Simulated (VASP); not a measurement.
A run of VASP 6.6.1 is set up as follows.

File INCAR:

```
SYSTEM = Tl
ALGO     = Fast           ! electronic algorithm
EDIFF    = 1E-6           ! SCF threshold, eV
ENCUT    = 520            ! plane-wave cutoff, eV
GGA      = PS             ! functional
ISIF     = 2              ! what is computed and relaxed
ISMEAR   = 0              ! smearing method
LASPH    = .True.         ! aspherical terms in the spheres
LCHARG   = .False.        ! write CHGCAR
LREAL    = .False.        ! projectors in reciprocal space
LWAVE    = .False.        ! write WAVECAR
NBANDS   = 12             ! bands
NELM     = 100            ! most SCF steps
PREC     = Accurate       ! precision mode
SIGMA    = 0.15           ! smearing width, eV
```

The input KPOINTS:

```
k-points
0
Gamma
  18 18 18
  0 0 0
```

POSCAR

```
Tl
1.0
    1.3050242226      3.2625605565      3.2625605565
    3.2625605565      1.3050242226      3.2625605565
    3.2625605565      3.2625605565      1.3050242226
Tl
1
Direct
    0.0000000000      0.0000000000      0.0000000000
```

Potentials or basis: VASP PAW PBE potentials, release 64 (Tl_d).

Launch:

```sh
$ cat potpaw_PBE.64/Tl_d/POTCAR > POTCAR
$ mpirun -np 1 vasp_std > vasp.out
```

Problem. What does it give for the band gap on the k mesh?

Solution. None (metal or under the smearing width).

Problem. Estimate the pressure.

Solution. 22.4 GPa.

Stress tensor (GPa, compression positive):
```
 22.40 -12.13 -12.13
-12.13  22.40 -12.13
-12.13 -12.13  22.40
```

Caveat: so large a pressure means that the cell lies far from this level's equilibrium, or that cutoff or potentials fall short; the potentials were made for another functional, which shifts forces and pressure. Spin-orbit coupling is left out, which matters for the levels of Tl.
